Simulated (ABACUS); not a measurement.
## HgTe under changes of volume

One of the cells (32.157 Å³/atom); the others are scaled copies at fixed shape and fractional positions:

```
Hg Te
1.0
     0.00000    3.18000    3.18000
     3.18000    0.00000    3.18000
     3.18000    3.18000    0.00000
Hg Te
1 1
Direct
  0.00000 0.00000 0.00000
  0.50000 0.50000 0.50000
```

Measurements of this composition are mostly on another form, of space group No. 216.

```yaml
Program: ABACUS 3.10.1
Functional: PBE
Potentials_or_basis: PseudoDojo NC SR 0.4.1 PBE standard
Cutoff: 1129 eV
Density_cutoff: 4517 eV
Basis: plane waves
k_mesh: 7 × 7 × 7
Occupations: fermi-dirac, width 0.05 eV
Spin: no spin polarisation
```

```tsv
volume (Å³/atom)	energy over the lowest point (meV/atom)	pressure (GPa)
30.228	0.00	-1.9
30.871	9.09	-2.6
31.514	?	?
32.157	34.95	-3.7
32.801	51.03	-4.2
33.444	68.78	-4.6
34.087	87.98	-4.9
```

Task: What does the run at 31.514 Å³/atom give?

Result: Energy over the lowest point 20.86 meV/atom; pressure -3.2 GPa.

Worked out: A Birch-Murnaghan fit of order 3 (a polynomial in V^(-2/3)) to the other rows has no minimum within the range. It gives 20.87 meV/atom at 31.514 Å³/atom, against the run's 20.86, and -dE/dV = -3.2 GPa, against -3.2.

Energies are extrapolated to zero smearing.
